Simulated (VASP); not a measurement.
# GaN (F-43m) in VASP: single point with PBE

Aim: the single point of GaN with PBE.

Program: VASP 6.6.1. These are calculated values, not measurements. Logs are shortened: lines on timing, memory, paths and dates and some standing lists are left out, and cuts for length are marked.

**Experimental background.**

A printed reference work, textbook reports, for a bulk crystal of GaN at 0 K: band gap 3.299 eV (direct).

The results are compared with them further down.

## Step 1: The structure

It takes space group F-43m (No. 216, cubic). Conventional cell: a = 4.548 Å, b = 4.548 Å, c = 4.548 Å, α = 90.00°, β = 90.00°, γ = 90.00°. Ga (site symmetry -43m) has 4 N at 1.97 Å as nearest neighbours. N (site symmetry -43m) has 4 Ga at 1.97 Å as nearest neighbours.

The cell is a database's computed one.

## Step 2: Single point, PBE

INCAR reads:

```
SYSTEM = GaN
ALGO     = Normal         ! electronic algorithm
EDIFF    = 1E-6           ! SCF threshold, eV
ENCUT    = 450            ! plane-wave cutoff, eV
GGA      = PE             ! functional
ICORELEVEL= 1            
ISIF     = 2              ! what is computed and relaxed
ISMEAR   = 0              ! smearing method
LASPH    = .True.         ! aspherical terms in the spheres
LCHARG   = .False.        ! write CHGCAR
LREAL    = Auto         
LWAVE    = .False.        ! write WAVECAR
NBANDS   = 86             ! bands
NELM     = 80             ! most SCF steps
PREC     = Normal         ! precision mode
SIGMA    = 0.01           ! smearing width, eV
```

KPOINTS reads:

```
k-points
0
Gamma
  3 3 3
  0 0 0
```

POSCAR reads:

```
GaN
1.0
    0.0000000000      4.5482020000     -4.5482020000
    4.5482020000      4.5482020000      0.0000000000
    4.5482020000      0.0000000000     -4.5482020000
Ga N
8 8
Direct
    0.5000000000      0.0000000000      0.5000000000
    0.5000000000      0.5000000000      0.5000000000
    0.0000000000      0.0000000000      0.5000000000
    0.0000000000      0.5000000000      0.5000000000
    0.5000000000      0.0000000000      0.0000000000
    0.5000000000      0.5000000000      0.0000000000
    0.0000000000      0.0000000000      0.0000000000
    0.0000000000      0.5000000000      0.0000000000
    0.1250000000      0.1250000000      0.1250000000
    0.1250000000      0.6250000000      0.1250000000
    0.6250000000      0.1250000000      0.1250000000
    0.6250000000      0.6250000000      0.1250000000
    0.1250000000      0.1250000000      0.6250000000
    0.1250000000      0.6250000000      0.6250000000
    0.6250000000      0.1250000000      0.6250000000
    0.6250000000      0.6250000000      0.6250000000
```

Potentials or basis: VASP PAW PBE potentials, release 64 (Ga_d, N).

Started as:

```
$ cat potpaw_PBE.64/Ga_d/POTCAR potpaw_PBE.64/N/POTCAR > POTCAR
$ mpirun -np 1 vasp_std > vasp.out
```

OUTCAR:

```text
SYSTEM = GaN
   EDIFF = 1E-6
   ENCUT = 450
   GGA = PE
   ISIF = 2
   ISMEAR = 0
   LASPH = .True.
   LREAL = Auto
   NELM = 80
   PREC = Normal

 ion  position               nearest neighbor table
   1  0.500  0.000  0.500-  11 1.97  13 1.97  15 1.97  16 1.97
   2  0.500  0.500  0.500-  12 1.97  14 1.97  15 1.97  16 1.97
   3  0.000  0.000  0.500-   9 1.97  13 1.97  14 1.97  15 1.97
   4  0.000  0.500  0.500-  10 1.97  13 1.97  14 1.97  16 1.97
   5  0.500  0.000  0.000-   9 1.97  11 1.97  12 1.97  15 1.97
   6  0.500  0.500  0.000-  10 1.97  11 1.97  12 1.97  16 1.97
[... 8 lines left out ...]
  15  0.625  0.125  0.625-   1 1.97   2 1.97   3 1.97   5 1.97
  16  0.625  0.625  0.625-   1 1.97   2 1.97   4 1.97   6 1.97
[... 6 lines left out ...]
 A1 = (   0.0000000000,   4.5482020000,  -4.5482020000)
 A2 = (   4.5482020000,   4.5482020000,   0.0000000000)
 A3 = (   4.5482020000,   0.0000000000,  -4.5482020000)

Analysis of symmetry for initial positions (statically):
=====================================================================
 Subroutine PRICEL returns following result:

  LATTYP: Found a face centered cubic cell.
 ALAT       =     4.5482020000

  Lattice vectors:

 A1 = (   0.0000000000,   2.2741010000,  -2.2741010000)
 A2 = (   2.2741010000,   2.2741010000,   0.0000000000)
 A3 = (   2.2741010000,   0.0000000000,  -2.2741010000)

   8 primitive cells build up your supercell.

 Routine SETGRP: Setting up the symmetry group for a
 face centered cubic supercell.

 Subroutine GETGRP returns: Found 24 space group operations
 (whereof 24 operations were pure point group operations)
 out of a pool of 48 trial point group operations.

The static configuration has the point symmetry T_d .

Analysis of symmetry for dynamics (positions and initial velocities):
=====================================================================
 Subroutine PRICEL returns following result:

  LATTYP: Found a face centered cubic cell.
 ALAT       =     4.5482020000

  Lattice vectors:

 A1 = (   0.0000000000,   2.2741010000,  -2.2741010000)
 A2 = (   2.2741010000,   2.2741010000,   0.0000000000)
 A3 = (   2.2741010000,   0.0000000000,  -2.2741010000)

   8 primitive cells build up your supercell.

 Routine SETGRP: Setting up the symmetry group for a
 face centered cubic supercell.

 Subroutine GETGRP returns: Found 24 space group operations
 (whereof 24 operations were pure point group operations)
[... 94 lines left out ...]
   EMIN   =  10.00;   EMAX   =-10.00  energy-range for DOS
   EFERMI =   0.00;   METHOD = LEGACY
   ISMEAR =     0;   SIGMA  =   0.01  broadening in eV -4-tet -1-fermi 0-gaus
   EFERMI_NEDOS =   21; number of points for ismear=-14 and -15
   IALGO  =     38    algorithm
   IMIX   =      4    mixing-type and parameters
     AMIX     =   0.40;   BMIX     =  1.00
     AMIX_MAG =   1.60;   BMIX_MAG =  1.00
  volume/ion in A,a.u.               =      11.76        79.36
  Fermi-wavevector in a.u.,A,eV,Ry     =   1.497428  2.829728 30.508212  2.242290
  Thomas-Fermi vector in A             =   2.609317
   LORBIT       =      0    0 simple, 1 ext, 2 COOP (PROOUT), +10 PAW based schemes
   GGA     = PE    functional components
   LHFCALC =     F    Hartree Fock is set to
   AEXX    =    0.0000 exact exchange contribution
   IVDW    =     0    specifies the selected vdW correction
   LEPSILON=     F    determine dielectric tensor
   LRPA    =     F    only Hartree local field effects (RPA)
 non-spin polarized calculation
 Gauss-broadening in eV      SIGMA  =   0.01
  energy-cutoff  :      450.00
  volume of cell :      188.17
 maximum number of plane-waves:      4092
   NGX = 23   NGY = 23   NGZ = 23

 number of electron     144.0000436 magnetization

 Free energy of the ion-electron system (eV)
  ---------------------------------------------------
  ext. energy  EPLUGINS =         0.00000000
  ---------------------------------------------------
  free energy    TOTEN  =       -97.22512949 eV

  energy without entropy =      -97.22512949  energy(sigma->0) =      -97.22512949

 the core state eigenenergies are
   1-  1s -10217.3333  2s  -1250.7317  2p  -1087.1890  3s   -137.0268  3p    -87.7722

   2-  1s -10217.3333  2s  -1250.7317  2p  -1087.1890  3s   -137.0268  3p    -87.7722

   3-  1s -10217.3333  2s  -1250.7317  2p  -1087.1890  3s   -137.0268  3p    -87.7722
[... 11 lines left out ...]
   9-  1s   -370.3109
  10-  1s   -370.3109
  11-  1s   -370.3109
  12-  1s   -370.3109
  13-  1s   -370.3109
  14-  1s   -370.3109
  15-  1s   -370.3109
  16-  1s   -370.3109

 E-fermi :   5.0469     XC(G=0): -11.5206

 val. band max:        4.9931329678   @ k =   0.0000   0.0000   0.0000
 cond. band min:       6.5397183687   @ k =   0.0000   0.0000   0.0000
 fundamental gap:      1.5465854010
 Fermi energy:         5.0468941244

 k-point     1 :       0.0000    0.0000    0.0000
  band No.  band energies     occupation
      1     -10.7129      2.00000
      2      -9.8953      2.00000
      3      -9.8953      2.00000
      4      -9.8953      2.00000
      5      -9.8953      2.00000
      6      -9.7475      2.00000
[... 337 lines left out ...]
     83      12.3995      0.00000
     84      12.4087      0.00000
 [bands above 84 left out]

------------------------ aborting loop because EDIFF is reached ----------------------------------------

  FORCE on cell =-STRESS in cart. coord.  units (eV):
  Direction    XX          YY          ZZ          XY          YZ          ZX
  --------------------------------------------------------------------------------------
  -------------------------------------------------------------------------------------
  Total       -0.9857428     -0.9857428     -0.9857428     -0.0000000     -0.0000000     -0.0000000
  in kB       -8.3931494     -8.3931494     -8.3931494     -0.0000000     -0.0000000     -0.0000000
  external PRESSURE =      -8.3931494 kB  Pullay stress =       0.0000000 kB

 VOLUME and BASIS-vectors are now :
 -----------------------------------------------------------------------------
  energy-cutoff  :      450.00
  volume of cell :      188.17
      direct lattice vectors                 reciprocal lattice vectors
     0.000000000  4.548202000 -4.548202000    -0.109933552  0.109933552 -0.109933552
     4.548202000  4.548202000  0.000000000     0.109933552  0.109933552  0.109933552
     4.548202000  0.000000000 -4.548202000     0.109933552 -0.109933552 -0.109933552

 POSITION                                       TOTAL-FORCE (eV/Angst)
 -----------------------------------------------------------------------------------
      2.27410      2.27410     -4.54820         0.000000      0.000000     -0.000000
      4.54820      4.54820     -4.54820         0.000000      0.000000     -0.000000
      2.27410      0.00000     -2.27410         0.000000      0.000000     -0.000000
      4.54820      2.27410     -2.27410         0.000000      0.000000     -0.000000
      0.00000      2.27410     -2.27410         0.000000      0.000000     -0.000000
      2.27410      4.54820     -2.27410         0.000000      0.000000     -0.000000
[... 8 lines left out ...]
      3.41115      3.41115     -5.68525        -0.000000     -0.000000      0.000000
      5.68525      5.68525     -5.68525        -0.000000     -0.000000      0.000000
 -----------------------------------------------------------------------------------
    total drift:                                0.000072      0.000048     -0.000072

  FREE ENERGIE OF THE ION-ELECTRON SYSTEM (eV)
  ---------------------------------------------------
  free  energy   TOTEN  =       -97.2251294874 eV

  energy  without entropy=      -97.2251294874  energy(sigma->0) =      -97.22512949
```

stdout:

```text
POSCAR found type information on POSCAR GaN
 POSCAR found :  2 types and      16 ions
 scaLAPACK will be used
 LDA part: xc-table for (Slater+PW92), standard interpolation
 POSCAR, INCAR and KPOINTS ok, starting setup
 FFT: planning ... GRIDC
 FFT: planning ... GRID_SOFT
 FFT: planning ... GRID
 WAVECAR not read
 entering main loop
```

Wall time 1.9 min (1 thread of AMD EPYC 7R43 (Zen 3), shared host); peak memory 0.18 GiB.

What came out:

- Free energy: -97.2251 eV
- Band gap on the k mesh: 1.55 eV

Core levels (eV, on the scale of the bands):
| atom | levels |
| --- | --- |
| 1 Ga | 1s -10217.3, 2s -1250.7, 2p -1087.2, 3s -137.0, 3p -87.8 |
| 2 Ga | 1s -10217.3, 2s -1250.7, 2p -1087.2, 3s -137.0, 3p -87.8 |
| 3 Ga | 1s -10217.3, 2s -1250.7, 2p -1087.2, 3s -137.0, 3p -87.8 |
| 4 Ga | 1s -10217.3, 2s -1250.7, 2p -1087.2, 3s -137.0, 3p -87.8 |
| 5 Ga | 1s -10217.3, 2s -1250.7, 2p -1087.2, 3s -137.0, 3p -87.8 |
| 6 Ga | 1s -10217.3, 2s -1250.7, 2p -1087.2, 3s -137.0, 3p -87.8 |

Caveat: the cutoff is under 1.25 times the usual one of these potentials, so pressure, stress and relaxed cells hold a basis-set (Pulay) error.

## Step 3: How close it comes

Step 2. Against the measured gap of GaN, 3.299 eV (direct; 0 K; a printed reference work, textbook), the calculated 1.55 eV is off by -1.75 eV. So large a miss can be the level of theory's own, or it may mean another phase, state or a wrong row. Spin-orbit coupling on Ga is left out. The value is that of PBE, without temperature or zero-point motion. Semilocal functionals fall short of measured gaps as a rule. The cell is a database's relaxed one, not the measured one, which moves gaps too.
